**Q:** I want an energy for WS₂ that I can trust, and I am told to choose a "k mesh" first. What does that choice do to the result?

**A:** An electron in a crystal is a wave, and the wave vector k tells how its phase changes from one cell to the next. The energy per cell is an average over all k, and a computer replaces it by an average over an even grid. An $n\times n\times n$ mesh has $n$ divisions along each of three directions. In the table the crystal stays the same and only $n$ changes; each energy is given relative to the run with the 10x10x10 mesh.

Single-point free energies of rhombohedral WS₂ (R3m, 3 atoms per cell) relative to the run with a 10x10x10 k mesh, computed with Ansatz 0.2.0 using PBEsol and PAW datasets made for PBE. All runs use unshifted k meshes, cutoffs of 517 eV for the waves and 2068 eV for the density, Fermi-Dirac smearing of 0.05 eV and no spin polarization.

```tsv
k mesh	energy less reference (meV/atom)
3x3x3	19.100
4x4x4	-18.240
5x5x5	-0.120
7x7x7	-0.350
8x8x8	0.060
```

**Q:** The first energy is too high and the second is too low by almost as much. I would have expected a poor grid to err always on the same side.

**A:** That expectation fits a different setting, the set of functions from which the waves are built. A smaller set that is part of a larger one restricts the electrons, so it can't give a lower energy. A coarser k mesh restricts nothing; it takes an average from fewer samples, and such an average may land on either side. The change from +19 to −18 meV/atom is therefore no sign of a different phase or a different electronic state.

**Q:** Can you say more precisely what the coarse grid gets wrong?

**A:** Let $f(\mathbf{k})$ be the summed energy of the filled bands at one k, with the potential held fixed. It is periodic, so it can be written as a sum of waves,

$$f(\mathbf{k})=\sum_{\mathbf{R}} f_{\mathbf{R}}\,e^{i\mathbf{k}\cdot\mathbf{R}},$$

where $\mathbf{R}$ runs over the vectors that lead from one cell to another. The exact average is the constant term $f_0$. Now take three evenly spaced samples: a wave with one or two periods across the range averages to zero, as it should. A wave with three periods has the same value at all three points, and the grid mistakes it for a constant.

In three dimensions the same happens to every wave whose $\mathbf{R}$ is $n$ times a lattice vector $\mathbf{T}$. To first order, the error of the mesh is the sum of these misread terms,

$$\Delta E_n=\sum_{\mathbf{T}\neq 0} f_{n\mathbf{T}}.$$

**Q:** Is there a picture of this that doesn't need waves in k space?

**A:** The mesh treats the crystal as a block of $n\times n\times n$ cells whose opposite faces are joined. An electron that reaches far enough meets its own repeated image, and $f_{n\mathbf{T}}$ measures what that meeting does to the energy. The shortest way round the block lies within a WS₂ layer, where the cell edge is 3.158 Å. For the 3x3x3 mesh it is $3\times3.158\approx9.5$ Å, and for 8x8x8 it is about 25 Å.

The sign of a term depends on how the electron waves interfere over that distance. Theory allows both signs, but which one belongs to which mesh has to be calculated.

**Q:** Then why does the error almost vanish once the mesh gets a little finer?

**A:** Every run has a gap of at least 1 eV between filled and empty states, so no band is cut off partway by the filling. The function $f(\mathbf{k})$ is then smooth, and the terms $f_{\mathbf{R}}$ of a smooth periodic function fade roughly exponentially with distance. In a metal the filling stops abruptly at the Fermi surface, and the long-range terms die away much more slowly.

The gain shows against a familiar rule for numerical integrals, in which the error falls as $1/n^2$. Scaled from the 3x3x3 result, that rule gives $19.1\times(3/8)^2\approx2.7$ meV/atom for 8x8x8, whereas the calculation differs from its reference by only 0.06. The fast fall sets in late, however: at 4x4x4 the error is still larger than the rule gives.

**Q:** Could I use the exponential to predict the error of a given mesh?

**A:** Only its rough size. A straight line was fitted to the logarithm of the error size against $n$, using all five rows:

$$|\Delta E_n|\approx e^{6.03-1.12\,n}\ \text{meV/atom}.$$

For 5x5x5 the exponent is $6.03-5.60=0.43$, which gives about 1.5 meV/atom. The table has 0.12, roughly a thirteenth of that, although this row was part of the fit.

A smooth curve of error sizes cannot follow a quantity that changes sign. A steep power of $n$ fits about equally well, as the output printed below shows. The five energies thus establish a rapid fall; its exponential form rests on theory.

**Q:** But 5x5x5 comes closer to the reference than 7x7x7. Why not take the cheaper mesh?

**A:** Because its total is closer than its ingredients are. The same runs list the attraction of the electrons to the local part of the ionic potential. Relative to 10x10x10, this part is off by about 11 meV/atom at 5x5x5 and by 2 meV/atom at 7x7x7. By that measure the finer mesh is the better one, and the very small total error at 5x5x5 is probably luck: misread terms of opposite sign can nearly cancel on one mesh.

The order of the last three energies shouldn't be read as a ranking in any case. They lie within 0.41 meV/atom of one another, and the reference has a remaining error of its own that is unknown.

**Q:** How can an ingredient be so much worse than the total?

**A:** At 3x3x3 the attraction to the ions is too strong by 450 meV/atom, while the mutual repulsion of the electron cloud is too large by 342. Both signs suggest a cloud drawn slightly too close to the ions. The two errors offset each other in large part and leave −108. The remaining terms outweigh that, so the total ends up too high by only 19.

There is a general reason for this. The program looks for the electron density that makes the total energy lowest, and near a minimum a small shift of the density changes the total only to second order. The separate parts are not at a minimum, so they change in direct proportion to the shift. What reaches the total to first order is the sampling error at fixed density, the sum of misread terms above.

**Q:** If the energy has settled, may I also take the band gap from the same run?

**A:** Not from these meshes. The gap computed on each mesh is 1.07 eV at 5x5x5, 1.09 at 7x7x7 and 1.12 at 8x8x8, and then 1.01 at 10x10x10. From 3x3x3 to 8x8x8 the energy error shrinks to about 0.3 percent of its first value. The gap's distance from the 10x10x10 result is still 28 percent of what it was.

**Q:** Why does the gap lag so far behind?

**A:** The energy is an average, to which every k point contributes. The gap depends on just two states, the highest filled and the lowest empty one, and a mesh finds them only if it has points at the right places. For a given density, a mesh that misses them can only make the gap too large.

This also explains why more points don't always give a better gap. The 10x10x10 mesh contains all points of 5x5x5 and adds others, so it can find a lower gap but not a higher one, apart from small changes of the density. The 8x8x8 mesh shares only the point k = 0 with 5x5x5, so its gap may be larger, as it is here. Even the 10x10x10 value is best read as an upper estimate for this functional.

**Q:** Would that upper estimate also hold for the gap I measure?

**A:** No. It bounds what the same PBEsol calculation would give for this fixed cell on an endlessly fine mesh, and this functional usually puts gaps too low. Spin-orbit coupling, which is considerable in tungsten, is absent from these runs, and their PAW datasets were made for another functional, PBE, which may shift the gap a little. A finer mesh cures none of this.

**Q:** What should I do, then, when I set up such a calculation?

**A:** Refine the mesh until several successive meshes agree within the tolerance you need, and don't stop at the first one that happens to come close. Here 5x5x5 could be recognised as good enough for the energy only after the finer meshes had confirmed it. Then repeat the test for the quantity you will actually use: for a gap, search for the band edges along lines or on a much denser set of k points.

The analysis program printed:

```
Repeat length and size of the energy error:
    row  shortest repeat in angstrom  error size in meV/atom  1/n2 rule in meV/atom
  3x3x3                        9.474                    19.1                   19.1
  4x4x4                        12.63                   18.24                  10.74
  5x5x5                        15.79                    0.12                  6.876
  7x7x7                        22.11                    0.35                  3.508
  8x8x8                        25.26                    0.06                  2.686
Errors of parts and gap against 10x10x10:
    row  local ionic energy in meV/atom  Hartree energy in meV/atom  sum of both in meV/atom  gap in meV
  3x3x3                            -450                       341.9                   -108.1       374.2
  4x4x4                          -56.19                       61.32                     5.13       306.8
  5x5x5                            10.8                      -7.965                    2.831       50.62
  7x7x7                           2.203                      -1.039                    1.165        77.5
  8x8x8                           1.063                      -0.976                  0.08733       105.9
fit of logerr on 5 rows: constant 6.03 +/- 2.4, coefficient of n -1.122 +/- 0.42; rms 1.34, worst 5x5x5 2.54, leave-one-out rms 1.8
fit of logerr on 5 rows: constant 9.631 +/- 3.4, coefficient of logn -5.946 +/- 2; rms 1.26, worst 5x5x5 2.18, leave-one-out rms 1.68
Factor by which the exponential envelope falls per added division: 3.07
Factor by which the exponential envelope overestimates the 5x5x5 error: 12.72
Spread of the energy over the three finest rows in meV/atom: 0.41
Energy error left at 8x8x8 in percent of that at 3x3x3: 0.3141
Local ionic energy error left at 8x8x8 in percent of that at 3x3x3: 0.2363
Gap difference left at 8x8x8 in percent of that at 3x3x3: 28.3
Gap at 10x10x10 in eV: 1.015
```
